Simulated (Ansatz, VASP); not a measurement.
**Two plane-wave programs on Ni**

```
CELL_PARAMETERS angstrom
3.98973 0.00000 0.00000
-1.99486 3.45521 0.00000
0.00000 0.00000 2.41798
ATOMIC_POSITIONS crystal
Ni 0.00000 0.00000 0.00000
Ni 0.33333 0.66667 0.50000
Ni 0.66667 0.33333 0.50000
```

Alike in both runs: functional PBE; k mesh 15 × 15 × 18; occupations gaussian, width 0.1 eV; collinear spin.

Ansatz relaxed the structure, and its values are those at the end. VASP's run is a single point on that final structure, the one shown.

```csv
,VASP,Ansatz
version,VASP 6.6.1,Ansatz 0.2.0
potentials or method,"VASP PAW PBE potentials, release 64 (Ni)","scalar-relativistic, plane waves, PAW"
plane-wave cutoff (eV),520,420
valence electrons in the cell,30,54
```

Ansatz gave:

* gap on the k mesh at the Fermi level (eV): none
* pressure (GPa): 0.0
* net moment per atom (μB): 0.63
* size of the moment on the site where the two differ most (μB): 0.69

**Question.** Which values does VASP return?

**Answer.** gap on the k mesh at the Fermi level (eV): none; pressure (GPa): -0.1; net moment per atom (μB): 0.62; size of the moment on the site where the two differ most (μB): 0.65.

Site moments also hang on the region over which each program counts them. A gap of «none» marks a metal or a gap that the smearing closes. The two sets of potentials don't hold the same shells in valence.
